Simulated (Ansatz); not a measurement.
# MoTe2: band gap under strain

How does strain move the band edges of MoTe2 as a 2H monolayer, and do the functionals agree on it? States: -2.0 % strain along x alone; -1.0 % strain along x alone; +1.0 % strain along x alone.

The runs shown are made with Ansatz 0.2.0. PAW datasets, plane waves. No spin polarisation and no zero-point or thermal motion.

## 1. The structure to begin with

The unstrained cell was relaxed with r2SCAN; in each strained cell the atoms were relaxed again with r2SCAN. Names of k-points are those of the unstrained zone, where strain can split equivalent points. First state: -2.0 % strain along x alone.

In-plane lattice: a = 3.490 Å, b = 3.544 Å, γ = 119.5°; thickness between the outer nuclei 3.60 Å. Around Mo lie 6 Te at 2.71–2.73 Å; around Te lie 3 Mo at 2.71–2.73 Å.

The structure in full:

```cif
data_structure
_symmetry_space_group_name_H-M 'P 1'
_symmetry_Int_Tables_number 1
_cell_length_a 3.4901
_cell_length_b 3.5437
_cell_length_c 31.5342
_cell_angle_alpha 90.000
_cell_angle_beta 90.000
_cell_angle_gamma 119.501
_cell_volume 339.45
loop_
_atom_site_label
_atom_site_type_symbol
_atom_site_fract_x
_atom_site_fract_y
_atom_site_fract_z
_atom_site_occupancy
Mo1 Mo 0.33429 0.66859 0.28540 1
Te1 Te 0.66619 0.33237 0.34255 1
Te2 Te 0.66619 0.33237 0.22826 1
```
Periodic in the plane only; c spans the vacuum.

From earlier runs on the unstrained cell: PBE 1.05 eV, r2SCAN 1.12 eV, HSE06 1.45 eV, r2SCAN+SOC 0.99 eV; a = 3.561 Å.

## 2. -2.0 % strain along x alone: PBE

Contents of input.yaml:

```yaml
crystal:
  lattice:
    - [3.4901339362, 0.0, 0.0]
    - [-1.7450669681, 3.0842292361, 0.0]
    - [0.0, 0.0, 31.5341825584]
  atoms:
    - { symbol: Mo, position: [0.3342930556, 0.6685861113, 0.2854045759] }
    - { symbol: Te, position: [0.6661868055, 0.332373611, 0.3425465828] }
    - { symbol: Te, position: [0.6661868055, 0.332373611, 0.228262569] }
  periodic: [true, true, false]
kpoints:
  mp_grid: { grid: [12, 12, 1] }
  band_path:
    path:
      - [0.0, 0.0, 0.0]
      - [0.5, 0.0, 0.0]
      - [0.3333333333, 0.3333333333, 0.0]
      - [0.328125, 0.335938, 0.0]
      - [0.325521, 0.335937, 0.0]
    npoints: 1
hamiltonian:
  xc: pbe
scf:
  occupations: { method: fermi_dirac, width: 0.02 }
  n_extra_bands: 4
output:
  forces: true
  stress: true
  eigenvalues: true
```

Started as:

```bash
$ ansatz run input.yaml --threads 2 --pin off --max-ram 18432MiB --backend cpu --events-out ev --progress --plain --runs-dir out
```

The runs that follow: -2.0 % strain along x alone: r2SCAN; -2.0 % strain along x alone: HSE06; -2.0 % strain along x alone: r2SCAN+SOC; -1.0 % strain along x alone: PBE; -1.0 % strain along x alone: r2SCAN; -1.0 % strain along x alone: HSE06; -1.0 % strain along x alone: r2SCAN+SOC; +1.0 % strain along x alone: PBE; +1.0 % strain along x alone: r2SCAN; +1.0 % strain along x alone: HSE06; +1.0 % strain along x alone: r2SCAN+SOC.

What does the calculation give?

**Answer**, as computed:

Least gap in eV (negative: overlap), with the change from the unstrained cell in brackets:

```
                      state  area change (%)           PBE        r2SCAN         HSE06
-2.0 % strain along x alone             -2.0  1.13 (+0.08)  1.20 (+0.08)  1.56 (+0.11)
-1.0 % strain along x alone             -1.0  1.09 (+0.04)  1.16 (+0.04)  1.51 (+0.06)
+1.0 % strain along x alone             +1.0  1.01 (-0.04)  1.08 (-0.04)  1.40 (-0.05)
```

The largest move of the HSE06 gap in the table is +0.102 eV, under -2.0 % strain along x alone. PBE and HSE06 differ by 0.41 eV on the unstrained gap, and by at most 0.02 eV on its change: PBE follows the response to strain far better than the gap itself. Spin-orbit coupling is left out of the table, though the cell holds Te (Z = 52); in an element this heavy it can shift bands and gaps by tenths of an eV.
